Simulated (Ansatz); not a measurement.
**HfS2: clamped-ion strain scan**

Method: DFT r2SCAN, scalar-relativistic, plane waves, PAW (Ansatz). Settings: plane waves to 500 eV, k-mesh 9×9×6 (Γ-centred), Gaussian smearing 0.05 eV. Spin–orbit coupling is left out, which matters for the heavy elements here. No spin polarisation. Energies are free energies at this smearing, counted from the undisturbed cell; pressure is positive in compression.

The starting cell (as given, not relaxed at this level; it stands at 0.7 GPa):

```yaml
crystal:
  lattice:
    - [3.63966, 0.00000, 0.00000]
    - [-1.81983, 3.15204, 0.00000]
    - [0.00000, 0.00000, 6.05556]
  atoms:
    - { symbol: Hf, position: [0.00000, 0.00000, 0.00000] }
    - { symbol: S, position: [0.66667, 0.33333, 0.76395] }
    - { symbol: S, position: [0.33333, 0.66667, 0.23605] }
```

The cell holds layers and no dispersion correction was added, so their binding is poorly described.

The cell is strained by ε times the Voigt pattern (1, 1, 0, 0, 0, 0) (xx, yy, zz, yz, xz, xy; engineering shear) with fractional coordinates fixed.

| ε | ΔE (meV/atom) | stress summed along the pattern (GPa, tension positive) | pressure (GPa) | gap on the mesh (eV) |
| --- | --- | --- | --- | --- |
| -0.0400 | 71.2 | -25.22 | 10.9 | 1.17 |
| -0.0300 | 40.8 | -18.51 | 8.0 | 1.29 |
| -0.0200 | 19.1 | -12.32 | 5.4 | 1.40 |
| 0.0000 | 0.0 | -1.40 | 0.7 | 1.53 |
| 0.0100 | ? | 3.41 | ? | 1.55 |
| 0.0200 | 9.8 | 7.82 | -3.2 | 1.57 |
| 0.0300 | 24.4 | 11.86 | -4.9 | 1.59 |
| 0.0400 | 45.0 | ? | -6.4 | ? |

Task: Give the withheld values.

Result: ΔE (meV/atom) at ε = 0.0100: 1.5; pressure (GPa) at ε = 0.0100: -1.3; stress summed along the pattern (GPa, tension positive) at ε = 0.0400: 15.56; gap on the mesh (eV) at ε = 0.0400: 1.60.